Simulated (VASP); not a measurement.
Write the native input for VASP 6.6.1 that does the following.

| Quantity | Value |
| --- | --- |
| Task | relaxation of cell and atoms |
| Functional | HSE06 |
| Potentials or basis | VASP PAW PBE potentials, release 64 (Cd, S) |
| Cutoff | 520 eV |
| k mesh | 6 × 6 × 6 |
| Occupations | gaussian, width 0.03 eV |
| Spin | no spin polarisation |
| Grid for exact exchange (PRECFOCK) | Fast |
| Screening parameter | 0.2 1/A |
| Further INCAR settings | ALGO = Normal; EDIFF = 1e-06; IBRION = 2; EDIFFG = -0.01; NSW = 25; ISIF = 3 |

The system is CdS (Hawleyite).

```
CELL_PARAMETERS angstrom
0.00000 2.91846 2.91846
2.91846 0.00000 2.91846
2.91846 2.91846 0.00000
ATOMIC_POSITIONS crystal
Cd 0.00000 0.00000 0.00000
S 0.25000 0.25000 0.25000
```

The input as run:

POSCAR

```
CdS                                     
1.0
   -0.0000000000      2.9184609114      2.9184609114
    2.9184609114     -0.0000000000      2.9184609114
    2.9184609114      2.9184609114     -0.0000000000
  Cd              S             
     1     1
Direct
     1.0000000000000000    0.0000000000000000    0.0000000000000000
     0.2500000000000000    0.2500000000000000    0.2500000000000000
```

INCAR.step1

```
SYSTEM = CdS
PREC = Accurate
ENCUT = 520
EDIFF = 1E-5
ISMEAR = 0
SIGMA = 0.03
LREAL = .FALSE.
LASPH = .TRUE.
NELM = 80
ALGO = Normal
LWAVE = .TRUE.
LCHARG = .FALSE.
KPAR = 4
GGA = PE
```

INCAR.step2

```
SYSTEM = CdS
PREC = Accurate
ENCUT = 520
EDIFF = 1E-6
ISMEAR = 0
SIGMA = 0.03
LREAL = .FALSE.
LASPH = .TRUE.
NELM = 80
ALGO = Normal
ISIF = 3
LWAVE = .FALSE.
LCHARG = .FALSE.
GGA = PE
LHFCALC = .TRUE.
HFSCREEN = 0.2
PRECFOCK = Fast
IBRION = 2
NSW = 25
EDIFFG = -0.01
KPAR = 4
ISTART = 1
```

KPOINTS

```
Automatic mesh
0
G
  6 6 6
  0 0 0
```

Potentials or basis: VASP PAW PBE potentials, release 64 (Cd, S).

Command:

```sh
$ cat potpaw_PBE.64/Cd/POTCAR potpaw_PBE.64/S/POTCAR > POTCAR
$ cp INCAR.step1 INCAR
$ mpirun -np 4 vasp_std > vasp.out
$ cp INCAR.step2 INCAR
$ mpirun -np 4 vasp_std > vasp.out
```

It gave:

* Relaxed volume: 25.62 Å³/atom
* Relaxed cell: a = 4.169 Å, b = 4.169 Å, c = 4.169 Å, α = 60.00°, β = 60.00°, γ = 60.00°
* Space group after relaxing (to 0.05 Å): F-43m (No. 216)
* Energy gained by relaxing: 4.4 meV/atom
* Ionic steps: 3
* Pressure after relaxing: 0.0 GPa
* Band gap on the k mesh: 2.11 eV, direct

Caveat: the PAW data sets were made with another functional, which shifts forces and pressure a little.

Wall time 8 min on 4 MPI ranks on Intel(R) Xeon(R) Platinum 8559C (Emerald Rapids), on a shared host, peak memory 0.29 GiB a rank.
